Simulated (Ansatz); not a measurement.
# ZrO2: a single-point run

Wanted: a converged single-point run for ZrO2, and a check of what comes out. The structure is shown as the input types it.

Program: Ansatz 0.2.0. Level of theory: density functional or hybrid calculation with the settings of its input, plane waves (as first typed). These are calculated values, not measurements.

1 further run of the same task is left out (for a known fault of the program).

## (1) The system as given

The structure is cubic, space group Fm-3m (No. 225). Conventional cell: a = 5.089 Å, b = 5.089 Å, c = 5.089 Å, α = 90.00°, β = 90.00°, γ = 90.00°. Around Zr (site symmetry m-3m) lie 8 O at 2.20 Å. Around O (site symmetry -43m) lie 4 Zr at 2.20 Å.

As a file:

```cif
data_structure
_symmetry_space_group_name_H-M 'Fm-3m'
_symmetry_Int_Tables_number 225
_cell_length_a 5.0894
_cell_length_b 5.0894
_cell_length_c 5.0894
_cell_angle_alpha 90.000
_cell_angle_beta 90.000
_cell_angle_gamma 90.000
_cell_volume 131.83
loop_
_atom_site_label
_atom_site_type_symbol
_atom_site_symmetry_multiplicity
_atom_site_Wyckoff_symbol
_atom_site_fract_x
_atom_site_fract_y
_atom_site_fract_z
_atom_site_occupancy
Zr1 Zr 4 a 0.00000 0.00000 0.00000 1
O1 O 8 c 0.25000 0.75000 0.75000 1
```

## (2) The run

input.yaml reads:

```yaml
crystal:
  lattice:
    - [0.0, 2.5447135875, 2.5447135875]
    - [2.5447135875, 0.0, 2.5447135875]
    - [2.5447135875, 2.5447135875, 0.0]
  atoms:
    - { symbol: Zr, position: [0.0, 0.0, 0.0] }
    - { symbol: O, position: [0.25, 0.25, 0.25] }
    - { symbol: O, position: [0.75, 0.75, 0.75] }
kpoints:
  mp_grid: { grid: [6, 6, 6] }
hamiltonian:
  xc: b3pw
scf:
  occupations: { method: fixed }
  n_extra_bands: 4
output:
  forces: true
  stress: true
  eigenvalues: true
```

Launch:

```console
> ansatz run input.yaml --threads 4 --pin off --max-ram 3686MiB --backend cpu --events-out ev --progress --plain --runs-dir out
```

**Question.** How will this run end, and is anything wrong with its input?

The run ended at the input check. Its message: «line 13 column 7: hamiltonian.xc: unknown variant `b3pw`, expected one of `lda`, `lda-pw`, `pw92`, `pbe`, `pbesol`, `rpbe`, `revpbe`, `blyp`, ...»

In the input, hamiltonian.xc is b3pw. The functional or method isn't one that the program knows by that name.

Remedy: set hamiltonian.xc to pbe. Any name on the list would pass the check; a listed functional of a like name need not be the same functional.
